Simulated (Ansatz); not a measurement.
A relaxation computed with Ansatz, from input to last step.

```yaml
crystal:
  lattice:
    - [2.6040750772, 0.0, 0.0]
    - [-1.3020375386, 2.2551951702, 0.0]
    - [0.0, 0.0, 4.1997202121]
  atoms:
    - { symbol: Rh, position: [0.6666666667, 0.3333333333, 0.75] }
    - { symbol: Rh, position: [0.3333333333, 0.6666666667, 0.25] }
basis:
  ecutwfc: 420
kpoints:
  mp_grid: { grid: [18, 18, 10] }
hamiltonian:
  xc: pbesol
scf:
  occupations: { method: gaussian, width: 0.1 }
output:
  forces: true
  stress: true
  eigenvalues: true
relax:
  adjacent_minimum: "off"
  f_tol: 0.01
  max_steps: 30
  cell: { stress_tol: 0.1, fix: [volume] }
```

```bash
ansatz run input.yaml --threads 1 --pin off --max-ram 2560MiB --backend cpu --events-out ev --progress --plain --runs-dir out
```

Level of theory: DFT PBEsol, scalar-relativistic, plane waves, PAW in Ansatz 0.2.0.

The volume is held at 0.91 times that of the relaxed cell.

Of 3 frames 3 are shown, positions in Å and forces in eV/Å; the SCF threshold varies from step to step. Steps run on the plane waves of an earlier cell, with a Pulay correction in the pressure. The basis is chosen afresh for the last frame, the zero of the energies, and at times for earlier ones too; energy and pressure step there, also at an unchanged geometry.

```xyz
2
Lattice="2.6041 0.0000 0.0000 -1.3020 2.2552 0.0000 0.0000 0.0000 4.1997" Properties=species:S:1:pos:R:3:forces:R:3 pbc="T T T" step=1 free_energy_over_end_meV_per_atom=0.01 pressure_GPa=35.10
Rh    1.3020    0.7517    3.1498    0.0000    0.0000    0.0000
Rh    0.0000    1.5035    1.0499    0.0000    0.0000    0.0000
2
Lattice="2.6034 0.0000 0.0000 -1.3017 2.2546 0.0000 0.0000 0.0000 4.2018" Properties=species:S:1:pos:R:3:forces:R:3 pbc="T T T" step=2 free_energy_over_end_meV_per_atom=0.00 pressure_GPa=35.10
Rh    1.3017    0.7515    3.1514    0.0000    0.0000    0.0000
Rh    0.0000    1.5031    1.0505    0.0000    0.0000    0.0000
2
Lattice="2.6034 0.0000 0.0000 -1.3017 2.2546 0.0000 0.0000 0.0000 4.2018" Properties=species:S:1:pos:R:3:forces:R:3 pbc="T T T" step=3 free_energy_over_end_meV_per_atom=0.00 pressure_GPa=35.10
Rh    1.3017    0.7515    3.1514    0.0000    0.0000    0.0000
Rh    0.0000    1.5031    1.0505    0.0000    0.0000    0.0000
```

Time: 17 s on 1 thread of Arm Neoverse V2 (shared host), peak memory 0.37 GiB.